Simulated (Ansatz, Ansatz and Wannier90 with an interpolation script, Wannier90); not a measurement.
# G0W0 band structure of Te2Pt (1T monolayer)

Wanted: quasiparticle gap and band widths of Te2Pt (1T monolayer) over the whole zone.

Program: Ansatz 0.2.0. Level of theory: PBE, Wannier functions and G0W0, plane waves, PAW. Results are calculated unless marked as measured.

## Step 1: The structure

The cell holds 3 atoms: 1 Pt and 2 Te. Its edges and angles: a = 4.027 Å, b = 4.027 Å, c = 28.700 Å, α = 90.0°, β = 90.0°, γ = 120.0°. Vacuum lies along c.

The structure was relaxed with PBE. The structure was generated from a model, not taken from a measurement. The runs that relaxed it are not among those shown. Spin-orbit coupling is left out unless a step names it. The default PAW set here is soft_2. Its files were made with PBE. The Coulomb interaction is cut off across the vacuum.

## Step 2: PBE bands

The cheap functional maps the bands first; the places of the edges decide which points the dearer methods must see.

This step: DFT, PBE, plane waves, PAW.

input.yaml

```yaml
crystal:
  lattice:
    - [4.0267573326, 0.0, 0.0]
    - [-2.0133786663, 3.4872741449, 0.0]
    - [0.0, 0.0, 28.7]
  atoms:
    - { symbol: Pt, position: [0.0, 0.0, 0.5] }
    - { symbol: Te, position: [0.3333333333, 0.6666666667, 0.5483293191] }
    - { symbol: Te, position: [0.6666666667, 0.3333333333, 0.4516706809] }
  periodic: [true, true, false]
kpoints:
  mp_grid: { grid: [6, 6, 1] }
  band_path:
    path:
      - [0, 0, 0]
      - [0.5, 0, 0]
      - [0.3333333333333, 0.3333333333333, 0]
      - [0, 0, 0]
    npoints: 10
hamiltonian:
  xc: pbe
scf:
  occupations: { method: fermi_dirac, width: 0.02 }
  n_extra_bands: 197
output:
  eigenvalues: true
  forces: true
  stress: true
  fatbands: true
  write_density: true
  write_potential: true
  elf: true
  volumetric_format: npy
```

Command:

```bash
> ansatz run input.yaml --threads 12 --pin off --max-ram 22118MiB --backend cpu --events-out ev --progress --plain --runs-dir out
```

Numbers of over 12 decimals in the logs are rounded to 6 here.

Log:

```text
scf.n_extra_bands = 197 over 25 filled bands (N_el = 50.0): the run solves 222 bands
Engine: ansatz 0.2.0, aarch64-unknown-linux-gnu
Pseudopotentials: kind: paw
Pseudopotential: Pt, paw, valence charge 18, recommended cutoff 420 eV (normal), Pt.paw.azcp
Pseudopotential: Te, paw, valence charge 16, recommended cutoff 420 eV (normal), Te.paw.azcp
Functional definition: PBE
  parameter kappa = 0.804
  parameter beta = 0.066725
  exchange = pbe_x(kappa = kappa, mu = beta*pi^2/3)
  correlation = pbe_c(beta = beta)
Crystal: 3 atoms, lattice volume = 403.017 Å³
Basis set: ecut = 420 eV, 7907 PW (Γ), exchange–correlation on 54×54×384 points (8 copies of the dense FFT grid, shifted against one another)
Bands: 222, of which v1, the nominal top of the filled ones, is band 25 counted from 1 (24 counted from 0)
Symmetry: 12 space group operations
Space group: P-3m1 (ITA 164), of the structure as read, at distance tolerance 7.4e-5 Å
k-points: 7 of 36
Non-local potential: Pt, projectors of the file, l = 0: 3, l = 1: 2, l = 2: 2, l = 3: 1
Non-local potential: Te, projectors of the file, l = 0: 2, l = 1: 2, l = 2: 2, l = 3: 2
PAW form: soft (Blöchl's): semilocal exchange-correlation on the pseudo side does not see the compensation charge
PAW one-centre angular grid: Pt, 590 points (default); XC on 64 Gauss nodes
PAW one-centre angular grid: Te, 590 points (default); XC on 64 Gauss nodes
Initial density: superposition of atomic densities (neutral atoms: chi_scale 0, normalization atom), corrected by the library's trained network
Initial wavefunctions: pseudopotential atomic-orbital guess
Functional: x = pbe(κ = 0.804, μ = 0.219515), c = pbe(β = 0.066725)
SCF iter   1: F=—  HF=-26484.011607 eV  |F-HF|=—  |Δ(HF+E_count)|=         —  Δρ=1.63e-3  dr2=1.17e-2  ethr=1.77e-3  ⟨swp⟩=5.9  Hψ=8363  notcnv=0  defer=1100
preconditioner: auto → Resta (q_TF=auto, 1.927 Å⁻¹)  ε∞=1.1  [insulator: Δε(μ)=1.019 eV  Ē_g=29.844 eV  σ=0.020 eV  W_gap=1.00  n_scr=58 (ndim 8)  ℏωp=8.7 eV  f_vac=0.764  D(μ)=0.00/eV (n_scr^D=0)  ε∞_Penn≈1.1  vacuum switching on, ρ_ref=6.5e-2 e/Å³]
SCF iter   2: F=—  HF=-26484.011450 eV  |F-HF|=—  |Δ(HF+E_count)|=   1.57e-4  Δρ=1.43e-3  dr2=1.77e-2  ethr=2.33e-5  ⟨swp⟩=3.0  Hψ=2034  notcnv=0  defer=1338
SCF iter   3: F=—  HF=-26484.008945 eV  |F-HF|=—  |Δ(HF+E_count)|=   2.51e-3  Δρ=5.40e-4  dr2=1.74e-3  ethr=2.33e-5  ⟨swp⟩=2.7  Hψ=341  notcnv=0  defer=1338
SCF iter   4: F=—  HF=-26484.008959 eV  |F-HF|=—  |Δ(HF+E_count)|=   1.43e-5  Δρ=1.79e-4  dr2=5.91e-5  ethr=3.47e-6  ⟨swp⟩=2.7  Hψ=333  notcnv=0  defer=1338
SCF iter   5: F=—  HF=-26484.009166 eV  |F-HF|=—  |Δ(HF+E_count)|=   2.07e-4  Δρ=4.35e-5  dr2=3.95e-6  ethr=1.18e-7  ⟨swp⟩=2.3  Hψ=1293  notcnv=0  defer=1338
SCF iter   6: F=—  HF=-26484.009176 eV  |F-HF|=—  |Δ(HF+E_count)|=   1.02e-5  Δρ=8.31e-6  dr2=1.66e-7  ethr=7.89e-9  ⟨swp⟩=3.1  Hψ=470  notcnv=0  defer=1338
SCF iter   7: F=-26484.009177 eV  HF=-26484.009177 eV  |F-HF|=1.60e-8  |Δ(HF+E_count)|=   4.84e-7  Δρ=1.67e-6  dr2=5.44e-9  ethr=2.00e-10  ⟨swp⟩=35.6  Hψ=24137  notcnv=0
SCF 1 converged in 7 iterations: F = -26484.009177 eV  dr2 = 5.44e-9
[...]
NSCF: frozen V_eff on 31 k-points
SCF converged after 7 iterations
Free energy (F): -26484.009177 eV
Harris-Foulkes:  -26484.009177 eV  (|F-HF|=1.60e-8)
Internal energy: -26484.009177 eV  (E = F + TS)
E sigma→0 (E₀):  -26484.009177 eV
Fermi energy:    -4.310050 eV
--- Per-component energies (eV) ---
  E_band       = -1594.183670
  E_kinetic    = 998.423536
  E_local      = -97548.565053  (includes V_loc(G=0)·N_el)
  E_nonlocal   = -421.773647
  E_hartree    = 48468.986069
  E_xc         = -510.147350
  E_vxc        = -510.761796  (∫ρ·V_xc dr)
  E_paw        = -18779.167007  (= ΣΔE_a)
  E_vpaw       = -1049.475773  (= ΣTr[D̂ρ^β])
  E_aug_tail   = -0.000130  (compensation charges beyond the density's cutoff)
  E_ewald      = 41308.234406
  E_smearing   = -0.000000  (= −TS)
  E_closure    = -0.000000  (closes the sum)
  Σ components = -26484.009177   (vs F -26484.009177, Δ=0.00e0)
--- Forces (eV/Å), atoms counted from 1 ---
  atom   1  Pt     0.00000000     0.00000000     0.00000000
  atom   2  Te     0.00000000     0.00000000     0.00327760
  atom   3  Te    -0.00000000    -0.00000000    -0.00327760
  max |Σ_I F_I| component: 8.67e-19 eV/Å
--- 2D stress c σ (N/m, compression-positive) ---
        0.000003      -0.000000       0.000000
       -0.000000       0.000003       0.000000
        0.000000       0.000000       0.000000
  P = ½ c Tr σ = 0.0000 N/m
--- Band table (eV; the first three rows and the last of 7) ---
  k-point 0: bands = [... 21 lower, -6.6658, -5.4093, -4.7973, -4.7973, -2.4654, -2.4654, -0.9809, -0.7034, ... 193 higher]
  k-point 1: bands = [... 21 lower, -7.1721, -5.5232, -5.0937, -5.0358, -3.7994, -2.7484, -0.3420, -0.1989, ... 193 higher]
  k-point 2: bands = [... 21 lower, -7.5765, -6.7061, -6.0556, -5.7020, -3.5852, -2.7870, -1.3630, 0.4387 (0.4381°), ... 193 higher]
  k-point 6: bands = [... 21 lower, -7.8359, -7.2208, -6.4312, -6.4312, -3.6990, -3.6990, -0.3645, 1.8022, ... 193 higher]
  ° read free of the cell's end (the report's vacuum.weakly_bound_levels)
```

The job ended after 24 s (12 threads of Arm Neoverse V2, shared host; peak memory 4.1 GiB; 4.5 min of CPU time).

This step gave:

```
filled bands         : 25
gap                  : 0.8009 eV
valence top at       : Γ
conduction bottom at : k = (0.200, 0.000, 0.000)
least direct gap     : 1.022 eV
```

The gap is indirect, with the least direct gap 0.22 eV higher.

Electronic bands along the path, in eV, zero at the top of the highest nominally filled band:

```csv
point,band 22,band 23,band 24,band 25,band 26,band 27,band 28,band 29
Γ,-1.87,-0.61,0.00,0.00,2.33,2.33,3.82,4.09
halfway,-2.68,-1.24,-0.72,-0.41,0.82,1.98,3.93,4.90
M,-2.86,-2.53,-2.04,-1.58,1.68,2.08,3.18,5.04
halfway,-2.93,-2.75,-1.58,-1.54,1.23,1.54,3.97,6.05
K,-3.04,-2.42,-1.63,-1.63,1.10,1.10,4.43,6.60
halfway,-2.80,-1.34,-1.32,-0.29,1.06,1.33,4.70,5.05
Γ,-1.87,-0.61,0.00,0.00,2.33,2.33,3.82,4.09
```

ELF in the ca plane at fractional y = 0.000, with atoms of Pt within 0.2 Å of it. It is the smooth field of the valence electrons, not physical close to the nuclei.

Values, 6 rows by 16 columns, each cell a mean:
```
0.00 0.00 0.00 0.00 0.00 0.01 0.06 0.26 0.55 0.49 0.22 0.04 0.01 0.00 0.00 0.00
0.00 0.00 0.00 0.00 0.01 0.09 0.32 0.43 0.34 0.35 0.43 0.27 0.06 0.01 0.00 0.00
0.00 0.00 0.00 0.00 0.03 0.28 0.63 0.53 0.31 0.37 0.56 0.60 0.20 0.02 0.00 0.00
0.00 0.00 0.00 0.00 0.02 0.23 0.58 0.53 0.32 0.38 0.56 0.54 0.16 0.01 0.00 0.00
0.00 0.00 0.00 0.00 0.00 0.05 0.20 0.36 0.37 0.36 0.34 0.17 0.03 0.00 0.00 0.00
0.00 0.00 0.00 0.00 0.00 0.01 0.04 0.26 0.61 0.55 0.21 0.03 0.00 0.00 0.00 0.00
```
Columns run along c (16.0 Å, from fractional 0.20 to 0.75 of the cell), rows up along a (4.0 Å). Atoms in or near the plane, at fractional coordinates: Pt at (0.50, 0.00).

Valence density in the ca plane at fractional y = 0.000, with atoms of Pt within 0.2 Å of it. It is the smooth field of the valence electrons, not physical close to the nuclei.

Values in units of 1e0 e/Å³, 6 rows by 16 columns, each cell a mean:
```
0.0 0.0 0.0 0.0 0.0 0.0 0.0 0.3 4.9 3.4 0.1 0.0 0.0 0.0 0.0 0.0
0.0 0.0 0.0 0.0 0.0 0.0 0.1 0.2 0.6 0.5 0.2 0.0 0.0 0.0 0.0 0.0
0.0 0.0 0.0 0.0 0.0 0.0 0.1 0.3 0.2 0.2 0.3 0.1 0.0 0.0 0.0 0.0
0.0 0.0 0.0 0.0 0.0 0.0 0.1 0.3 0.2 0.2 0.2 0.1 0.0 0.0 0.0 0.0
0.0 0.0 0.0 0.0 0.0 0.0 0.0 0.2 1.2 0.9 0.2 0.0 0.0 0.0 0.0 0.0
0.0 0.0 0.0 0.0 0.0 0.0 0.0 0.3 6.4 4.6 0.2 0.0 0.0 0.0 0.0 0.0
```
Columns run along c (16.0 Å, from fractional 0.20 to 0.75 of the cell), rows up along a (4.0 Å). Atoms in or near the plane, at fractional coordinates: Pt at (0.50, 0.00).

## Step 3: Overlaps and projections on 12×12×1

This step: overlaps and projections of PBE states for Wannier90, plane waves, PAW.

input.yaml, the sections that differ from step 2:

```yaml
kpoints:
  mp_grid: { grid: [6, 6, 1] }
scf:
  occupations: { method: fixed }
  n_extra_bands: 197
output:
  wannier:
    kmesh: [12, 12, 1]
    projections: [{ species: Pt, l: d, shell: 5 }, { species: Te, l: p, shell: 5 }]
    minimise: false
    seedname: w
    disentanglement: { window: [-11.03, -0.5], frozen_window: [-11.03, -3.5] }
# crystal, hamiltonian: as in step 2
```

Log:

```text
[...]
Crystal: 3 atoms, lattice volume = 403.017 Å³
Basis set: ecut = 420 eV, 7907 PW (Γ)
Bands: 222, of which v1, the nominal top of the filled ones, is band 25 counted from 1 (24 counted from 0)
Symmetry: 12 space group operations
[...]
k-points: 7 of 36
[...]
k-point 2: bands = [... 21 lower, -7.5765, -6.7061, -6.0555, -5.7019, -3.5852, -2.7870, -1.3629, 0.4395 (0.4389°), ... 193 higher]
  k-point 6: bands = [... 21 lower, -7.8359, -7.2208, -6.4312, -6.4312, -3.6990, -3.6990, -0.3645, 1.8023, ... 193 higher]
  ° read free of the cell's end (the report's vacuum.weakly_bound_levels)
  °? not known for the slab's own: over its row's bound_up_to_ev there, or no deeper under its free states than its continued_xc_part_ev in size
[key lines of the parts left out:]
SCF converged after 7 iterations
Free energy (F): -26484.009208 eV
Fermi energy:    -4.797298 eV
```

The job ended after 49 s (12 threads; peak memory 5 GiB; 9.3 min of CPU time).

(Part 1 of 3 ends here.)

[Paths, hosts, dates, memory and timing lines, banners, echoed tables and standing remarks are left out of the program output.]

[Logs are printed without paths, hosts, clocks, repeated set-up lines and the standing remarks that a program may print on its own settings, such as how far it seeks lower states.]

[Runs of the session that timed out or met a known fault of the program may be left out.]

[Hosts, paths, dates, database ids (printed as entryN), source tags and the programs' standing remarks are cut or masked in the printed files.]
